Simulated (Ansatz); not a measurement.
# Bi2Se3: the cost of one run

Program: Ansatz 0.2.0. Level of theory: DFT PBE, scalar-relativistic, plane waves, PAW. These are calculated values, not measurements.

2 further runs of the same task are left out: 2 set aside as unsound or not needed.

## 1. Starting point

The structure is trigonal, space group R-3m (No. 166). The conventional cell has a = 4.189 Å, b = 4.189 Å, c = 31.514 Å, α = 90.00°, β = 90.00°, γ = 120.00°. Bi (site symmetry 3m) is surrounded by 6 Se at 2.88 to 3.11 Å. Se (site symmetry -3m) has 6 Bi at 3.11 Å as nearest neighbours. Around Se (site symmetry 3m) lie 3 Bi at 2.88 Å.

Structure file:

```
CELL_PARAMETERS angstrom
2.09458 1.20931 10.50463
-2.09458 1.20931 10.50463
0.00000 -2.41862 10.50463
ATOMIC_POSITIONS crystal
Bi 0.39525 0.39525 0.39525
Bi 0.60475 0.60475 0.60475
Se 0.00000 0.00000 0.00000
Se 0.22185 0.22185 0.22185
Se 0.77815 0.77815 0.77815
```

It goes back to an entry of the Materials Project.

This cell was relaxed beforehand with the same method: volume 31.93 Å³/atom, gap on the mesh 0.70 eV.

## 2. The unstrained reference

input.yaml reads:

```yaml
crystal:
  lattice:
    - [2.0945825382, 1.2093077923, 10.504628396]
    - [-2.0945825382, 1.2093077923, 10.504628396]
    - [0.0, -2.4186155846, 10.504628396]
  atoms:
    - { symbol: Bi, position: [0.3952545098, 0.3952545098, 0.3952545098] }
    - { symbol: Bi, position: [0.6047454902, 0.6047454902, 0.6047454902] }
    - { symbol: Se, position: [0.0, 0.0, 0.0] }
    - { symbol: Se, position: [0.2218479386, 0.2218479386, 0.2218479386] }
    - { symbol: Se, position: [0.7781520614, 0.7781520614, 0.7781520614] }
basis:
  ecutwfc: 420
kpoints:
  mp_grid: { grid: [6, 6, 6] }
hamiltonian:
  xc: pbe
scf:
  occupations: { method: gaussian, width: 0.02 }
output:
  forces: true
  stress: true
  eigenvalues: true
```

On the command line:

```
> ansatz run input.yaml --threads 1 --pin off --max-ram 2560MiB --backend cpu --events-out ev --progress --plain --runs-dir out
```

Q: Estimate wall time and peak memory on 1 thread of Intel Xeon 6975P-C (Granite Rapids), shared host.

About 6.2 s, with a peak of 0.56 GiB.
